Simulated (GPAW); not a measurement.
The system is C.

```
C
1.0
     0.00000    1.78337    1.78337
     1.78337    0.00000    1.78337
     1.78337    1.78337    0.00000
C
2
Direct
  0.75000 0.75000 0.75000
  0.50000 0.50000 0.50000
```

This isn't the form of C at room conditions, which is graphite.

Base run:

* Program: GPAW 26.7.0
* Functional: PBEsol
* Potentials or basis: PAW data sets generated in the run's folder for this functional
* Cutoff: 800 eV
* Basis: pw
* k mesh: 13 × 13 × 13
* Occupations: fermi-dirac, width 0.05 eV
* Spin: no spin polarisation

Its results: band gap on the k mesh 4.01 eV, indirect (least direct gap 5.54 eV); pressure -5.2 GPa.

After a change of settings the same cell gave: band gap on the k mesh 4.46 eV, indirect (least direct gap 5.74 eV); pressure 10.6 GPa. Which change was it?
A. functional from PBEsol to BLYP
B. functional from PBEsol to WC; k mesh from 13 × 13 × 13 to 10 × 10 × 10
C. functional from PBEsol to r2SCAN; potentials or basis from PAW data sets generated in the run's folder for this functional to GPAW PAW data sets (gpaw-data 1.2.1)
D. functional from PBEsol to PW91; k mesh from 13 × 13 × 13 to 10 × 10 × 10

A.

BLYP binds less tightly than PBEsol, so the same cell stands under more pressure.

Caveats: an odd mesh through Γ misses points on the zone boundary, where band edges often lie (some runs).

Not every run made on this cell is shown here.
